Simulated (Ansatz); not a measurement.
## How far is PAW off for CuO?

```
Cu O
1.0
     2.34465   -1.71340    0.00000
     2.34465    1.71340    0.00000
    -0.86055    0.00000    5.05944
Cu O
2 2
Cartesian
  1.1723 0.8457 0.0000
  0.7421 -0.8457 2.5297
  2.0724 -0.2841 1.2836
  1.6421 0.2841 3.8133
```

Atoms are numbered in the order listed.

The cell comes from COD entry 9016057, which wasn't checked; take it as a given geometry.

Without spin polarisation or U, such a compound can come out metallic where the real one is a magnetic insulator.

Methods: DFT, PBE, PAW with Ansatz's default frozen-core files, scalar-relativistic (Ansatz 0.2.0); DFT, PBE, all-electron LAPW, scalar-relativistic (Ansatz 0.2.0).

For PAW: a Γ-centred 15×15×8 k mesh, Fermi–Dirac smearing of 0.03 eV, cutoff 420 eV, no spin polarisation. LAPW targets a basis error of 0.5 meV/atom. The Ansatz runs share mesh, smearing and spin set-up. Plane-wave (PAW) pressures include the program's estimate of the Pulay term.

Stress and pressure are positive in compression.

Levels count from the Fermi level.

```
                       quantity     PAW    LAPW
                 pressure (GPa)    5.69    5.67
                stress xx (GPa)    5.46    5.47
                stress yy (GPa)    6.68    6.62
                stress zz (GPa)    4.94    4.92
                stress xz (GPa)   -1.71   -1.75
         force on Cu1, x (eV/Å)  -0.627  -0.628
          force on O3, x (eV/Å)   0.627   0.628
 highest filled level at Γ (eV)  -1.651  -1.654
   lowest empty level at Γ (eV)   0.206   0.204
highest filled level at M2 (eV)  -0.413  -0.409
  lowest empty level at M2 (eV)   5.184   5.168
highest filled level at C2 (eV)  -1.280  -1.295
  lowest empty level at C2 (eV)   0.885   0.886
```

PAW's pressure differs from the LAPW value by +0.03 GPa.
